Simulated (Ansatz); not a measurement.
Geometry optimisation in Ansatz: input, command and trajectory.

```yaml
crystal:
  lattice:
    - [4.7147951571, 0.0, 0.0]
    - [0.0, 4.7147951571, 0.0]
    - [0.0, 0.0, 3.356953655]
  atoms:
    - { symbol: Sn, position: [0.5, 0.5, 0.5] }
    - { symbol: Sn, position: [0.0, 0.0, 0.0] }
    - { symbol: O, position: [0.1927864422, 0.8072135578, 0.5] }
    - { symbol: O, position: [0.8072135578, 0.1927864422, 0.5] }
    - { symbol: O, position: [0.3072135578, 0.3072135578, 0.0] }
    - { symbol: O, position: [0.6927864422, 0.6927864422, 0.0] }
basis:
  ecutwfc: 420
kpoints:
  mp_grid: { grid: [6, 6, 8] }
hamiltonian:
  xc: pbesol
scf:
  occupations: { method: gaussian, width: 0.02 }
output:
  forces: true
  stress: true
  eigenvalues: true
relax:
  adjacent_minimum: "off"
  f_tol: 0.008
  max_steps: 40
  cell: { stress_tol: 0.015, fix: [c, angles] }
```

```bash
ansatz run input.yaml --threads 1 --pin off --max-ram 2560MiB --backend cpu --events-out ev --progress --plain --runs-dir out
```

Computed with Ansatz 0.2.0, DFT PBEsol, scalar-relativistic, plane waves, PAW.

Of 7 frames 6 are shown, positions in Å and forces in eV/Å; the SCF threshold varies from step to step. Steps run on the plane waves of an earlier cell, with a Pulay correction in the pressure. The basis is chosen afresh for the last frame, the zero of the energies, and at times for earlier ones too; energy and pressure step there, also at an unchanged geometry.

```xyz
6
Lattice="4.7148 0.0000 0.0000 0.0000 4.7148 0.0000 0.0000 0.0000 3.3570" Properties=species:S:1:pos:R:3:forces:R:3 pbc="T T T" step=1 free_energy_over_end_meV_per_atom=0.67 pressure_GPa=-5.52
Sn    2.3574    2.3574    1.6785    0.0000    0.0000    0.0000
Sn    0.0000    0.0000    0.0000    0.0000    0.0000    0.0000
O     0.9089    3.8058    1.6785   -0.0387    0.0387    0.0000
O     3.8058    0.9089    1.6785    0.0387   -0.0387    0.0000
O     1.4484    1.4484    0.0000    0.0387    0.0387    0.0000
O     3.2663    3.2663    0.0000   -0.0387   -0.0387    0.0000
6
Lattice="4.6911 0.0000 0.0000 0.0000 4.6911 0.0000 0.0000 0.0000 3.3570" Properties=species:S:1:pos:R:3:forces:R:3 pbc="T T T" step=2 free_energy_over_end_meV_per_atom=-0.62 pressure_GPa=-3.71
Sn    2.3456    2.3456    1.6785    0.0000    0.0000    0.0000
Sn    0.0000    0.0000    0.0000    0.0000    0.0000    0.0000
O     0.9009    3.7903    1.6785    0.0359   -0.0359    0.0000
O     3.7903    0.9009    1.6785   -0.0359    0.0359    0.0000
O     1.4447    1.4447    0.0000   -0.0359   -0.0359    0.0000
O     3.2464    3.2464    0.0000    0.0359    0.0359    0.0000
6
Lattice="4.6945 0.0000 0.0000 0.0000 4.6945 0.0000 0.0000 0.0000 3.3570" Properties=species:S:1:pos:R:3:forces:R:3 pbc="T T T" step=3 free_energy_over_end_meV_per_atom=-0.56 pressure_GPa=-3.99
Sn    2.3473    2.3473    1.6785    0.0000    0.0000    0.0000
Sn    0.0000    0.0000    0.0000    0.0000    0.0000    0.0000
O     0.9027    3.7919    1.6785    0.0110   -0.0110    0.0000
O     3.7919    0.9027    1.6785   -0.0110    0.0110    0.0000
O     1.4446    1.4446    0.0000   -0.0110   -0.0110    0.0000
O     3.2499    3.2499    0.0000    0.0110    0.0110    0.0000
6
Lattice="4.6937 0.0000 0.0000 0.0000 4.6937 0.0000 0.0000 0.0000 3.3570" Properties=species:S:1:pos:R:3:forces:R:3 pbc="T T T" step=4 free_energy_over_end_meV_per_atom=-0.59 pressure_GPa=-3.93
Sn    2.3468    2.3468    1.6785    0.0000    0.0000    0.0000
Sn    0.0000    0.0000    0.0000    0.0000    0.0000    0.0000
O     0.9030    3.7907    1.6785   -0.0005    0.0005    0.0000
O     3.7907    0.9030    1.6785    0.0005   -0.0005    0.0000
O     1.4438    1.4438    0.0000    0.0005    0.0005    0.0000
O     3.2498    3.2498    0.0000   -0.0005   -0.0005    0.0000
6
Lattice="4.6937 0.0000 0.0000 0.0000 4.6937 0.0000 0.0000 0.0000 3.3570" Properties=species:S:1:pos:R:3:forces:R:3 pbc="T T T" step=5 free_energy_over_end_meV_per_atom=-0.02 pressure_GPa=-4.00
Sn    2.3468    2.3468    1.6785    0.0000    0.0000    0.0000
Sn    0.0000    0.0000    0.0000    0.0000    0.0000    0.0000
O     0.9030    3.7907    1.6785   -0.0002    0.0002    0.0000
O     3.7907    0.9030    1.6785    0.0002   -0.0002    0.0000
O     1.4438    1.4438    0.0000    0.0002    0.0002    0.0000
O     3.2498    3.2498    0.0000   -0.0002   -0.0002    0.0000
6
Lattice="4.6928 0.0000 0.0000 0.0000 4.6928 0.0000 0.0000 0.0000 3.3570" Properties=species:S:1:pos:R:3:forces:R:3 pbc="T T T" step=7 free_energy_over_end_meV_per_atom=0.00 pressure_GPa=-3.94
Sn    2.3464    2.3464    1.6785    0.0000    0.0000    0.0000
Sn    0.0000    0.0000    0.0000    0.0000    0.0000    0.0000
O     0.9028    3.7900    1.6785   -0.0001    0.0001    0.0000
O     3.7900    0.9028    1.6785    0.0001   -0.0001    0.0000
O     1.4436    1.4436    0.0000    0.0001    0.0001    0.0000
O     3.2492    3.2492    0.0000   -0.0001   -0.0001    0.0000
```

The run took 88 s on 1 thread of Arm Neoverse N1, with other jobs on the host, peak memory 0.39 GiB.